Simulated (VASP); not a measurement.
Set up this calculation in VASP 6.6.1, as the native input.

- Task: single point
- Functional: PBE
- Potentials or basis: VASP PAW PBE potentials, release 64 (Li_sv)
- Cutoff: 520 eV
- k mesh: 9 × 9 × 9
- Occupations: fermi-dirac, width 0.1 eV
- Spin: no spin polarisation
- Dipole correction: no
- Further INCAR settings: ALGO = Normal; EDIFF = 1e-06; NBANDS = 8

The structure of Li lies in POSCAR:

```
Li
1.0
    0.0000000000      2.1551346365      2.2988102789
    2.1551346365      0.0000000000      2.2988102789
    2.1551346365      2.1551346365      0.0000000000
Li
1
Direct
    0.0000000000      0.0000000000      0.0000000000
```

This isn't the form of Li at room conditions, which is bcc.

The input as run:

INCAR

```
SYSTEM = Li
PREC     = Accurate       ! precision mode
ENCUT    = 520            ! plane-wave cutoff, eV
EDIFF    = 1E-6           ! SCF threshold, eV
ISMEAR   = -1             ! smearing method
SIGMA    = 0.1            ! smearing width, eV
LREAL    = .FALSE.        ! projectors in reciprocal space
LASPH    = .TRUE.         ! aspherical terms in the spheres
NELM     = 60             ! most SCF steps
ALGO     = Normal         ! electronic algorithm
ISIF     = 2              ! what is computed and relaxed
LWAVE    = .FALSE.        ! write WAVECAR
LCHARG   = .FALSE.        ! write CHGCAR
GGA      = PE             ! functional
NBANDS   = 8              ! bands
```

KPOINTS

```
regular mesh
0
G
  9 9 9
  0 0 0
```

Potentials or basis: VASP PAW PBE potentials, release 64 (Li_sv).

The run is started by

```bash
$ cat potpaw_PBE.64/Li_sv/POTCAR > POTCAR
$ mpirun -np 1 vasp_std > vasp.out
```

It gave:

| Quantity | Value |
| --- | --- |
| Band gap on the k mesh | none (metal or under the smearing width) |

Run time: 2.7 s on 1 thread of Intel(R) Xeon(R) 6975P-C (Granite Rapids), on a shared host, peak memory 0.13 GiB.
